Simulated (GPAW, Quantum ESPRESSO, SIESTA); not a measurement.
# In-plane stress of 4H SiC under biaxial strain, SIESTA DZP, PBE

Calculated with SIESTA 5.4.2: PBE; DZP orbitals, shift 0.01 Ry, mesh 400 Ry; k-mesh 9×9×2. The first two cell vectors are strained alike from typed lattice constants; the third vector's length and the atoms are relaxed. The geometries are those relaxed at QE, PBE.

| in-plane strain (%) | in-plane stress (GPa, compression positive) |
| --- | --- |
| -4 | 30.83 |
| -3 | 22.74 |
| -2 | 15.42 |
| -1 | ? |
| 0 | 2.519 |
| +2 | -8.32 |
| +3 | -13.02 |
| +4 | -17.13 |

**Question.** Fit a second-order form in the logarithmic strain to the rows given and interpolate to the withheld row.

Worked fit:

With u = ln[(1 + ε)/(1 + ε0)], counted from the row at ε0 = +0 % where y0 = 2.519, a second-order form y = y0 + a u + b u² makes v = (y − y0)/u a line in u.

| u | v |
| --- | --- |
| -0.0408220 | -693.523 |
| -0.0304592 | -663.872 |
| -0.0202027 | -638.578 |
| 0.0198026 | -547.352 |
| 0.0295588 | -525.698 |
| 0.0392207 | -500.985 |

With n = 6: mean u = -4.8363e-4, mean v = -595.001, Σ(u − ū)² = 0.0058051, Σ(u − ū)(v − v̄) = 13.679. Slope b = 13.679 / 0.0058051 = 2356.5; intercept a = v̄ − b ū = -593.86.

At the withheld row u = -0.01005, v = a + b u = -617.5, and y = y0 + u v.

Prediction at -1: 8.726 GPa. The run gave 8.567 GPa, so the fit is high by 0.16 GPa (1.9 % of the value).

The first-order term gives a biaxial modulus of 594 GPa at ε0. The second-order term makes up 3.8 % of v at the withheld row. Among the rows given, the largest miss of the fit is at -4, by 0.14 GPa (0.30 % of the range of the table).

Limits: The nuclei are static. The DFT runs use Fermi–Dirac occupations of width 0.01 eV, and energies are free energies. Left out of the tables: 1 run of SIESTA DZP, PBE (no converged result).

[Hosts, paths, dates, database ids (printed as entryN), source tags and the programs' standing remarks are cut or masked in the printed files.]
